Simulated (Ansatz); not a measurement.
# GaAs: response to strain

Aim: deform GaAs (equal xx and yy strain of -2 %) and compute stress, forces and field gradients with LAPW, PAW and all-electron datasets made for the crystal.

Method: DFT LDA, scalar-relativistic, in Ansatz 0.2.0.

### 1 Starting point

Symmetry: F-43m, No. 216, cubic system. Conventional cell: a = 5.654 Å, b = 5.654 Å, c = 5.654 Å, α = 90.00°, β = 90.00°, γ = 90.00°. Ga (site symmetry -43m) is surrounded by 4 As at 2.45 Å. As (site symmetry -43m) is surrounded by 4 Ga at 2.45 Å.

As a file:

```cif
data_structure
_symmetry_space_group_name_H-M 'F-43m'
_symmetry_Int_Tables_number 216
_cell_length_a 5.6537
_cell_length_b 5.6537
_cell_length_c 5.6537
_cell_angle_alpha 90.000
_cell_angle_beta 90.000
_cell_angle_gamma 90.000
_cell_volume 180.72
loop_
_atom_site_label
_atom_site_type_symbol
_atom_site_symmetry_multiplicity
_atom_site_Wyckoff_symbol
_atom_site_fract_x
_atom_site_fract_y
_atom_site_fract_z
_atom_site_occupancy
Ga1 Ga 4 a 0.00000 0.00000 0.00000 1
As1 As 4 c 0.25000 0.25000 0.25000 1
```

The file gives the conventional cell by its symmetry; the runs use the cell typed in the input.

Atoms are numbered in the order of the input: Ga1, As2.

### 2 After the deformation

Space group F-43m before, I-4m2 after.

### 3 All-electron LAPW

The input, input.yaml:

```yaml
crystal:
  lattice:
    - [0.0, 2.770313, 2.82685]
    - [2.770313, 0.0, 2.82685]
    - [2.770313, 2.770313, 0.0]
  atoms:
    - { symbol: Ga, position: [0.0, 0.0, 0.0] }
    - { symbol: As, position: [0.75, 0.75, 0.75] }
kpoints:
  mp_grid: { grid: [11, 11, 11] }
  band_path:
    path:
      - [0.0, 0.0, 0.0]
      - [0.5, 0.0, 0.5]
      - [0.75, 0.25, 0.5]
      - [0.5, 0.5, 0.5]
      - [0.0, 0.0, 0.0]
      - [0.5, 0.5, 0.0]
      - [0.62995, 0.62995, 0.2599]
      - [0.37005, 0.37005, 0.7401]
      - [0.0, 0.0, 0.0]
    npoints: 5
scf:
  occupations: { method: fermi_dirac, width: 0.05 }
hamiltonian:
  xc: lda
  pseudopotentials: { kind: all_electron, lapw: { basis_error: 0.0005 } }
output:
  forces: true
  stress: true
  eigenvalues: true
```

Started as:

```
$ ansatz run input.yaml --threads 1 --pin off --max-ram 3072MiB --backend cpu --events-out ev --progress --plain --runs-dir out
```

### 4 PAW with frozen cores

The input, input.yaml:

```yaml
crystal:
  lattice:
    - [0.0, 2.770313, 2.82685]
    - [2.770313, 0.0, 2.82685]
    - [2.770313, 2.770313, 0.0]
  atoms:
    - { symbol: Ga, position: [0.0, 0.0, 0.0] }
    - { symbol: As, position: [0.75, 0.75, 0.75] }
kpoints:
  mp_grid: { grid: [11, 11, 11] }
scf:
  occupations: { method: fermi_dirac, width: 0.05 }
hamiltonian:
  xc: lda
  pseudopotentials: { kind: paw }
output:
  forces: true
  stress: true
  eigenvalues: true
  efg: { contact_densities: true }
```

### 5 All-electron PAW on datasets made for the crystal

input.yaml, as its differences from that of step 4:

```diff
@@ -14,3 +14,3 @@
   xc: lda
-  pseudopotentials: { kind: paw }
+  pseudopotentials: { kind: all_electron, datasets: crystal }
 output:
```

(Steps that only read results are left out.)

Q: Predict the outcome of this session. Wanted: pressure; largest shear or deviatoric stress.

As calculated:

```
                                 quantity                                           value
                                 pressure  LAPW 1.05, PAW 1.03, crystal datasets 1.05 GPa
largest shear or deviatoric stress (LAPW)                                        0.90 GPa
```

The largest part of the stress beyond the pressure is 0.90 GPa in size, in the zz component; the atoms are carried along and not relaxed. No run of the undeformed cell stands beside it, so the pressure holds what the given cell had before the change. PAW: stress within 0.03 GPa of LAPW. Crystal datasets: stress within 0.01 GPa of LAPW.
